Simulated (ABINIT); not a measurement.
PtS2:

```
Pt S
1.0
     3.54320    0.00000    0.00000
    -1.77160    3.06850    0.00000
     0.00000    0.00000    5.03880
Pt S
1 2
Direct
  0.00000 0.00000 0.00000
  0.66667 0.33333 0.77300
  0.33333 0.66667 0.22700
```

Base run:

* Program: ABINIT 10.8.3 (patched build)
* Functional: PBEsol
* Potentials or basis: JTH PAW PBE v2.0
* Cutoff: 544 eV
* k mesh: 9 × 9 × 5
* Occupations: fermi-dirac, width 0.05 eV
* Spin: no spin polarisation

Its results: band gap on the k mesh 0.92 eV, indirect (least direct gap 0.95 eV); pressure 7.3 GPa; largest force 1.082 eV/Å.

Q: The run is repeated on the same cell with these changes: functional from PBEsol to RPBE. What comes out?

A: Band gap on the k mesh 1.04 eV, indirect (least direct gap 1.08 eV); pressure 15.0 GPa; largest force 1.430 eV/Å.

RPBE binds less tightly than PBEsol, so the same cell stands under more pressure.

Caveats: spin-orbit coupling is left out, which moves the levels of the heavy elements; the PAW data sets were made with another functional, which shifts forces and pressure a little (some runs); so large a pressure means that the cell lies far from this level's equilibrium, or that cutoff or potentials fall short (some runs); the potentials were made for another functional, which shifts forces and pressure (some runs).
